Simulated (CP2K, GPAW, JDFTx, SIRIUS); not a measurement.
## Zr: programs and potentials compared

```xyz
2
Lattice="3.2320 0.0000 0.0000 -1.6160 2.7990 0.0000 0.0000 0.0000 5.1470" Properties=species:S:1:pos:R:3 pbc="T T T"
Zr    1.6160    0.9330    3.8603
Zr    0.0000    1.8660    1.2868
```

Alike in all runs: task single point; functional PBE; k mesh 9 × 9 × 5; occupations fermi-dirac, width 0.05 eV; no spin polarisation; no spin-orbit coupling. Pressure is positive in compression and, in plane waves, holds the error of the finite cutoff.

```csv
program and potentials,plane-wave cutoff (eV),notes,pressure (GPa)
"CP2K, POTENTIAL_UZH Zr GTH-PBE-q12; TZVP-MOLOPT-PBE-GTH basis",-,atomic basis,1.20
"SIRIUS, PseudoDojo 0.4.1 PBE standard (scalar relativistic)",915,-,?
"JDFTx, PseudoDojo-SR-PBE-0.5-standard with smoothed tails",898,-,0.55
"GPAW, GPAW PAW data sets (gpaw-data 1.2.1)",600,-,0.15
```

Q: Estimate from the other rows what the run with SIRIUS, PseudoDojo 0.4.1 PBE standard (scalar relativistic) gave.

A: Pressure 0.56 GPa. The other rows, which needn't bracket it: pressure 0.15 to 1.20.
